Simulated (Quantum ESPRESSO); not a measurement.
## FeO (Wuestite): Hubbard U from linear response under several settings

```
Fe O
1.0
     0.00000    2.15540    2.15540
     2.15540    0.00000    2.15540
     2.15540    2.15540    0.00000
Fe O
1 1
Direct
  0.00000 0.00000 0.00000
  0.50000 0.50000 0.50000
```

All runs used Quantum ESPRESSO 7.5; potentials PseudoDojo 0.4.1 SR LDA standard; k mesh 6 × 6 × 6; given cell; collinear spin, ferromagnetic start; cutoff 1225 eV; occupations fermi-dirac, width 0.05 eV.

```tsv
level	projectors	U typed (eV)	q mesh	with V	state	U computed (eV)
LDA+U	atomic	4.0	1 × 1 × 1	no	metal	Fe 2.8
LDA+U	atomic	0.0	2 × 2 × 2	no	metal	?
LDA+U	atomic	0.0	3 × 3 × 3	no	metal	Fe 5.2
```

Task: What stands in the row left open?

Result: U computed Fe 4.8 eV.

Caveats: all runs use coarse meshes; a cell with one magnetic atom can't hold antiferromagnetic order, which such compounds often take; the computed U isn't converged in cell size (some runs).

For the row left open. Caveat: the k mesh is coarse (spacing up to 0.42 Å⁻¹), so the values aren't converged; a cell with one magnetic atom can't hold antiferromagnetic order, which such compounds often take.
